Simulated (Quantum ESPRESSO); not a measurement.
**Bi and the effect of spin-orbit coupling**

It takes space group R-3m (No. 166, trigonal). Conventional cell: a = 4.535 Å, b = 4.535 Å, c = 11.814 Å, α = 90.00°, β = 90.00°, γ = 120.00°. Bi (site symmetry 3m) is surrounded by 6 Bi at 3.06 to 3.52 Å.

Kept alike: task band structure; functional PBE; k mesh 7 × 7 × 7; occupations fermi-dirac, width 0.05 eV. Program: Quantum ESPRESSO, potentials by row: PseudoDojo 0.4.1 SR PBE standard (off); PseudoDojo 0.4 FR PBE standard (on), cutoff 898 eV. The mesh is that of the run's cell of 2 atoms.

```csv
spin-orbit coupling,pressure (GPa)
off,2.10
on,3.22
```

Pressure is positive in compression; the values hold the error of the finite cutoff, so their zero can differ a little from the energy's minimum. For a metal such a mesh leaves the last digits unconverged.

Problem. What does spin-orbit coupling change here?

Solution. The pressure runs from 2.10 (off) to 3.22 GPa (on).
